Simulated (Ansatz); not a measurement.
# ZnSe: the cost of one run

Program: Ansatz 0.2.0. Level of theory: DFT r2SCAN, scalar-relativistic, plane waves, PAW. These are calculated values, not measurements.

## Step 1: The starting structure

It takes space group F-43m (No. 216, cubic). The conventional cell has a = 5.668 Å, b = 5.668 Å, c = 5.668 Å, α = 90.00°, β = 90.00°, γ = 90.00°. Zn (site symmetry -43m) has 4 Se at 2.45 Å in its first shell of neighbours. Around Se (site symmetry -43m) lie 4 Zn at 2.45 Å.

Structure file:

```
CELL_PARAMETERS angstrom
0.00000 2.83380 2.83380
2.83380 0.00000 2.83380
2.83380 2.83380 0.00000
ATOMIC_POSITIONS crystal
Zn 0.00000 0.00000 0.00000
Se 0.75000 0.75000 0.75000
```

No relaxation comes first: the listed cell is the starting point.

## Step 2: Zero of energy

Reference values: F = -8805.4990 eV; pressure -0.08 GPa; largest force 0.000 eV/Å; gap on the mesh 1.86 eV. It was computed beforehand with the settings of the runs below.

## Step 3: Next: a tetragonal deformation path

At fixed volume and fractional coordinates, lengths along (0.000, 0.000, 1.000) are scaled against those across it; ρ is that ratio over its starting value.

## Step 4: Point ρ = 0.707

File input.yaml:

```yaml
crystal:
  lattice:
    - [0.0, 3.1809930826, 2.2489621094]
    - [3.1809930826, 0.0, 2.2489621094]
    - [3.1809930826, 3.1809930826, 0.0]
  atoms:
    - { symbol: Zn, position: [0.0, 0.0, 0.0] }
    - { symbol: Se, position: [0.75, 0.75, 0.75] }
basis:
  ecutwfc: 500
kpoints:
  mp_grid: { grid: [10, 10, 10] }
hamiltonian:
  xc: r2scan
scf:
  occupations: { method: gaussian, width: 0.05 }
output:
  forces: true
  stress: true
  eigenvalues: true
```

The run is started by

```console
> ansatz run input.yaml --threads 1 --pin off --max-ram 2560MiB --backend cpu --events-out ev --progress --plain --runs-dir out
```

**Question.** How long does this run take on 1 thread of Intel Xeon at 2.50GHz (Skylake/Cascade Lake), shared host, and how much memory does it need?

About 30 s, with a peak of 0.58 GiB.
